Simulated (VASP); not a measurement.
# CdSe (F-43m) in VASP: notebook

One crystal, CdSe, is run at these levels: PBE, PBEsol, LDA; tasks: phonons, dielectric tensor.

Everything below comes from runs of VASP 6.6.1. Logs are shortened: lines on timing, memory, paths and dates and some standing lists are left out, and cuts for length are marked.

## Step 1: The crystal as given

The structure is cubic, space group F-43m (No. 216). The conventional cell has a = 6.205 Å, b = 6.205 Å, c = 6.205 Å, α = 90.00°, β = 90.00°, γ = 90.00°. Around Cd (site symmetry -43m) lie 4 Se at 2.69 Å. Around Se (site symmetry -43m) lie 4 Cd at 2.69 Å.

Measurements of this composition are mostly on another form, of space group No. 186.

## Step 2: Phonons, PBE

Input file POSCAR:

```
CdSe
1.0
    0.0000000000      3.1026979606      3.1026979606
    3.1026979606      0.0000000000      3.1026979606
    3.1026979606      3.1026979606      0.0000000000
  Cd              Se
     1     1
Direct
     0.0000000000000000    0.0000000000000000    0.0000000000000000
     0.7500000000000000    0.7500000000000000    0.7500000000000000
```

Input file INCAR.step1:

```
SYSTEM = CdSe
ALGO = Normal
EDIFF = 1E-8
EDIFFG = -0.002
ENCUT = 600
GGA = PE
IBRION = 2
ISIF = 3
ISMEAR = 0
LASPH = .True.
LCHARG = .False.
LREAL = .False.
LWAVE = .False.
NELM = 80
NSW = 40
PREC = Accurate
SIGMA = 0.03
```

Input file INCAR.step2:

```
SYSTEM = CdSe
ALGO = Normal
EDIFF = 1E-8
ENCUT = 600
GGA = PE
IBRION = 6
ISIF = 2
ISMEAR = 0
LASPH = .True.
LCHARG = .False.
LREAL = .False.
LWAVE = .False.
NELM = 80
NFREE = 2
NSW = 1
POTIM = 0.015
PREC = Accurate
SIGMA = 0.03
```

Input file KPOINTS:

```
k-points
0
Gamma
  8 8 8
  0 0 0
```

Potentials or basis: VASP PAW PBE potentials, release 64 (Cd, Se).

The run is started by

```console
> cat potpaw_PBE.64/Cd/POTCAR potpaw_PBE.64/Se/POTCAR > POTCAR
> cp INCAR.step1 INCAR
> mpirun -np 1 vasp_std > vasp.out
> cp CONTCAR POSCAR
> cp INCAR.step2 INCAR
> mpirun -np 1 vasp_std > vasp.out
```

OUTCAR:

```text
SYSTEM = CdSe
   EDIFF = 1E-8
   ENCUT = 600
   GGA = PE
   IBRION = 6
   ISIF = 2
   ISMEAR = 0
   LASPH = .True.
   LREAL = .False.
   NELM = 80
   NFREE = 2
   NSW = 1
   POTIM = 0.015
   PREC = Accurate

 ion  position               nearest neighbor table
   1  0.000  0.000  0.000-   2 2.69   2 2.69   2 2.69   2 2.69
   2  0.750  0.750  0.750-   1 2.69   1 2.69   1 2.69   1 2.69

  LATTYP: Found a face centered cubic cell.
 ALAT       =     6.2053959212

  Lattice vectors:

 A1 = (   0.0000000000,   3.1026979606,   3.1026979606)
 A2 = (   3.1026979606,   0.0000000000,   3.1026979606)
 A3 = (   3.1026979606,   3.1026979606,   0.0000000000)

Analysis of symmetry for initial positions (statically):
=====================================================================
 Subroutine PRICEL returns:
 Original cell was already a primitive cell.

 Routine SETGRP: Setting up the symmetry group for a
 face centered cubic supercell.

 Subroutine GETGRP returns: Found 24 space group operations
 (whereof 24 operations were pure point group operations)
 out of a pool of 48 trial point group operations.

The static configuration has the point symmetry T_d .

Analysis of symmetry for dynamics (positions and initial velocities):
=====================================================================
 Subroutine PRICEL returns:
 Original cell was already a primitive cell.

 Routine SETGRP: Setting up the symmetry group for a
 face centered cubic supercell.

 Subroutine GETGRP returns: Found 24 space group operations
 (whereof 24 operations were pure point group operations)
 out of a pool of 48 trial point group operations.

The dynamic configuration has the point symmetry T_d .

 Subroutine INISYM returns: Found 24 space group operations
 (whereof 24 operations are pure point group operations),
 and found     1 'primitive' translations

----------------------------------------------------------------------------------------

                                     Primitive cell

  volume of cell :      59.7377

  direct lattice vectors                    reciprocal lattice vectors
     0.000000000  3.102697961  3.102697961    -0.161150072  0.161150072  0.161150072
     3.102697961  0.000000000  3.102697961     0.161150072 -0.161150072  0.161150072
     3.102697961  3.102697961  0.000000000     0.161150072  0.161150072 -0.161150072

  length of vectors
     4.387877536  4.387877536  4.387877536     0.279120112  0.279120112  0.279120112

  position of ions in fractional coordinates (direct lattice)
     0.000000000  0.000000000  0.000000000
     0.750000000  0.750000000  0.750000000

  ion indices of the primitive-cell ions
   primitive index   ion index
                 1           1
                 2           2

----------------------------------------------------------------------------------------

 KPOINTS: k-points

Automatic generation of k-mesh.
 Grid dimensions read from file:
 generate k-points for:    8    8    8

 Generating k-lattice:

  Cartesian coordinates                     Fractional coordinates (reciprocal lattice)
    -0.020143759  0.020143759  0.020143759     0.125000000  0.000000000  0.000000000
     0.020143759 -0.020143759  0.020143759     0.000000000  0.125000000  0.000000000
     0.020143759  0.020143759 -0.020143759     0.000000000  0.000000000  0.125000000

  Length of vectors
     0.034890014  0.034890014  0.034890014

  Shift w.r.t. Gamma in fractional coordinates (k-lattice)
     0.000000000  0.000000000  0.000000000

 Subroutine IBZKPT returns following result:
 ===========================================

 Found     29 irreducible k-points:

 Following reciprocal coordinates:
            Coordinates               Weight
  0.000000  0.000000  0.000000      1.000000
  0.125000  0.000000  0.000000      8.000000
  0.250000  0.000000  0.000000      8.000000
  0.375000  0.000000  0.000000      8.000000
  0.500000  0.000000  0.000000      4.000000
  0.125000  0.125000  0.000000      6.000000
[... 16 lines left out ...]
  0.500000  0.250000  0.125000     48.000000
 -0.375000  0.250000  0.125000     24.000000
 [... further k-points ...]
   k-points           NKPTS =     29   k-points in BZ     NKDIM =     29   number of bands    NBANDS=     13
   number of dos      NEDOS =    301   number of ions     NIONS =      2
   total plane-waves  NPLWV =  46656
   dimension x,y,z NGX =    36 NGY =   36 NGZ =   36
   dimension x,y,z NGXF=    72 NGYF=   72 NGZF=   72
   ions per type =               1   1
   NGX,Y,Z   is equivalent  to a cutoff of  13.64, 13.64, 13.64 a.u.
   NGXF,Y,Z  is equivalent  to a cutoff of  27.28, 27.28, 27.28 a.u.
 SYSTEM =  CdSe
   PREC   = accura    normal or accurate (medium, high low for compatibility)
   ISTART =      0    job   : 0-new  1-cont  2-samecut
   ICHARG =      2    charge: 1-file 2-atom 10-const
   ISPIN  =      1    spin polarized calculation?
   LNONCOLLINEAR =      F non collinear calculations
   LSORBIT =      F    spin-orbit coupling
   LASPH  =      T    aspherical Exc in radial PAW
   ENCUT  =  600.0 eV  44.10 Ry    6.64 a.u.   8.76  8.76  8.76*2*pi/ulx,y,z
   NELM   =     80;   NELMIN=  2; NELMDL=  0     # of ELM steps
   EDIFF  = 0.1E-07   stopping-criterion for ELM
   LREAL  =      F    real-space projection
   EDIFFG = 0.1E-06   stopping-criterion for IOM
   NSW    =     61    number of steps for IOM
   IBRION =      6    ionic relax: 0-MD 1-quasi-New 2-CG
   NFREE  =      2    steps in history (QN), initial steepest desc. (CG)
   ISIF   =      2    stress and relaxation
   ISYM   =      2    0-nonsym 1-usesym 2-fastsym
   POTIM  = 0.0150    time-step for ionic-motion
   TEBEG  =    0.0;   TEEND  =   0.0 temperature during run
   PSTRESS=    0.0 pullay stress
   NELECT =      18.0000    total number of electrons
   NUPDOWN=      -1.0000    fix difference up-down
   EMIN   =  10.00;   EMAX   =-10.00  energy-range for DOS
   EFERMI =   0.00;   METHOD = LEGACY
   ISMEAR =     0;   SIGMA  =   0.03  broadening in eV -4-tet -1-fermi 0-gaus
   EFERMI_NEDOS =   21; number of points for ismear=-14 and -15
   IALGO  =     38    algorithm
   IMIX   =      4    mixing-type and parameters
     AMIX     =   0.40;   BMIX     =  1.00
     AMIX_MAG =   1.60;   BMIX_MAG =  1.00
  volume/ion in A,a.u.               =      29.87       201.56
  Fermi-wavevector in a.u.,A,eV,Ry     =   1.097529  2.074030 16.389181  1.204571
  Thomas-Fermi vector in A             =   2.233891
   LORBIT       =      0    0 simple, 1 ext, 2 COOP (PROOUT), +10 PAW based schemes
   GGA     = PE    functional components
   LHFCALC =     F    Hartree Fock is set to
   AEXX    =    0.0000 exact exchange contribution
   IVDW    =     0    specifies the selected vdW correction
   LEPSILON=     F    determine dielectric tensor
   LRPA    =     F    only Hartree local field effects (RPA)
 finite differences with symmetry
 non-spin polarized calculation
 Gauss-broadening in eV      SIGMA  =   0.03
  energy-cutoff  :      600.00
  volume of cell :       59.74
 maximum number of plane-waves:      2012
   NGX = 17   NGY = 17   NGZ = 17

--------------------------------------- Ionic step        1  -------------------------------------------

 number of electron      18.0000000 magnetization

 Free energy of the ion-electron system (eV)
  ---------------------------------------------------
  ext. energy  EPLUGINS =         0.00000000
  ---------------------------------------------------
  free energy    TOTEN  =        -5.49924721 eV

  energy without entropy =       -5.49924721  energy(sigma->0) =       -5.49924721

------------------------ aborting loop because EDIFF is reached ----------------------------------------

  FORCE on cell =-STRESS in cart. coord.  units (eV):
  Direction    XX          YY          ZZ          XY          YZ          ZX
  --------------------------------------------------------------------------------------
  -------------------------------------------------------------------------------------
  Total        0.0003544      0.0003544      0.0003544     -0.0000000      0.0000000      0.0000000
  in kB        0.0095042      0.0095042      0.0095042     -0.0000000      0.0000000      0.0000000
  external PRESSURE =       0.0095042 kB  Pullay stress =       0.0000000 kB
[... 129 lines left out ...]
  energy  without entropy=       -5.4987836483  energy(sigma->0) =       -5.49878365

--------------------------------------- Ionic step        5  -------------------------------------------

 number of electron      18.0000000 magnetization

 Free energy of the ion-electron system (eV)
  ---------------------------------------------------
  ext. energy  EPLUGINS =         0.00000000
  ---------------------------------------------------
  free energy    TOTEN  =        -5.49878369 eV

  energy without entropy =       -5.49878369  energy(sigma->0) =       -5.49878369

 E-fermi :   0.6602     XC(G=0):  -8.6147

 val. band max:        0.4918358701   @ k =   0.0000   0.0000   0.0000
 cond. band min:       0.9670863144   @ k =   0.0000   0.0000   0.0000
 fundamental gap:      0.4752504443
 Fermi energy:         0.6602485576

 k-point     1 :       0.0000    0.0000    0.0000
  band No.  band energies     occupation
      1     -11.7918      2.00000
      2      -7.2761      2.00000
      3      -7.2688      2.00000
      4      -7.2618      2.00000
      5      -6.9557      2.00000
      6      -6.9556      2.00000
      7       0.4734      2.00000
      8       0.4830      2.00000
      9       0.4918      2.00000
     10       0.9671      0.00000
     11       6.4020      0.00000
     12       6.4100      0.00000
     13       6.4190      0.00000
[... 353 lines left out ...]
 k-point    24 :      -0.3750    0.2500    0.1250
  band No.  band energies     occupation
      1     -11.4209      2.00000
      2      -7.1607      2.00000
      3      -7.1425      2.00000
      4      -6.9699      2.00000
      5      -6.9412      2.00000
      6      -6.6298      2.00000
      7      -3.3348      2.00000
      8      -1.3069      2.00000
      9      -0.6148      2.00000
     10       4.1756      0.00000
     11       5.9562      0.00000
     12       7.1783      0.00000
     13       8.3351      0.00000

 [... further k-points ...]
[... 5 lines left out ...]
  --------------------------------------------------------------------------------------
  -------------------------------------------------------------------------------------
  Total        0.0008013      0.0023281      0.0023281      0.0000000     -0.0750363      0.0000000
  in kB        0.0214921      0.0624393      0.0624393      0.0000000     -2.0124884      0.0000000
  external PRESSURE =       0.0487902 kB  Pullay stress =       0.0000000 kB
[... 17 lines left out ...]
  FREE ENERGIE OF THE ION-ELECTRON SYSTEM (eV)
  ---------------------------------------------------
  free  energy   TOTEN  =        -5.4987836903 eV

  energy  without entropy=       -5.4987836903  energy(sigma->0) =       -5.49878369

 INTERNAL STRAIN TENSORS FROM DISPLACED ATOMS
 ============================================

 INTERNAL STRAIN TENSOR FOR ION    1 for displacements in x,y,z  (eV/Angst):
          X           Y           Z          XY          YZ          ZX
  --------------------------------------------------------------------------------
  x     0.00000    -0.00000    -0.00000     0.00000    -5.00223     0.00000
  y     0.00000     0.00000     0.00000     0.00000     0.00000    -5.00223
  z    -0.00000    -0.00000     0.00000    -5.00223     0.00000     0.00000

 INTERNAL STRAIN TENSOR FOR ION    2 for displacements in x,y,z  (eV/Angst):
          X           Y           Z          XY          YZ          ZX
  --------------------------------------------------------------------------------
  x     0.00000     0.00000     0.00000     0.00000     5.00408     0.00000
  y     0.00000     0.00000     0.00000     0.00000     0.00000     5.00408
  z     0.00000     0.00000     0.00000     5.00408     0.00000     0.00000

 Eigenvectors and eigenvalues of the dynamical matrix
 ----------------------------------------------------

   1 f  =    4.657911 THz    29.266519 2PiTHz  155.371195 cm-1    19.263564 meV
             X         Y         Z           dx          dy          dz
      0.000000  0.000000  0.000000     0.637717    0.076539    0.000000
      4.654047  4.654047  4.654047    -0.760997   -0.091335    0.000000

   2 f  =    4.657911 THz    29.266519 2PiTHz  155.371195 cm-1    19.263564 meV
             X         Y         Z           dx          dy          dz
      0.000000  0.000000  0.000000     0.029440   -0.245288   -0.592881
      4.654047  4.654047  4.654047    -0.035131    0.292706    0.707495
[... 11 lines left out ...]
   5 f/i=    0.000289 THz     0.001814 2PiTHz    0.009633 cm-1     0.001194 meV
             X         Y         Z           dx          dy          dz
      0.000000  0.000000  0.000000     0.170156   -0.099573    0.740670
      4.654047  4.654047  4.654047     0.142591   -0.083442    0.620682

   6 f/i=    0.000289 THz     0.001814 2PiTHz    0.009633 cm-1     0.001194 meV
             X         Y         Z           dx          dy          dz
      0.000000  0.000000  0.000000    -0.295550    0.688733    0.160488
      4.654047  4.654047  4.654047    -0.247671    0.577159    0.134489

 ELASTIC MODULI CONTR FROM IONIC RELAXATION (kBar)
 Direction    XX          YY          ZZ          XY          YZ          ZX
 --------------------------------------------------------------------------------
 XX          -0.0000     -0.0000     -0.0000     -0.0000      0.0000      0.0000
 YY          -0.0000     -0.0000     -0.0000     -0.0000     -0.0000      0.0000
 ZZ          -0.0000     -0.0000     -0.0000      0.0000     -0.0000      0.0000
 XY          -0.0000     -0.0000      0.0000   -163.0564      0.0000      0.0000
 YZ           0.0000     -0.0000     -0.0000      0.0000   -163.0564      0.0000
 ZX           0.0000      0.0000      0.0000      0.0000      0.0000   -163.0564
 --------------------------------------------------------------------------------
```

It took 1.7 min on 1 thread of Intel Xeon 6975P-C (Granite Rapids), shared host; peak memory 0.33 GiB.

What came out:

```yaml
Highest_phonon_frequency_at_Γ_LO-TO_splitting_left_out: 155 cm⁻¹
```

Phonon frequencies in cm⁻¹ (negative: imaginary):
```csv
q point,frequencies
"(0.000, 0.000, 0.000)",0 0 0 155 155 155
```

(Continued in part 2 of 4.)
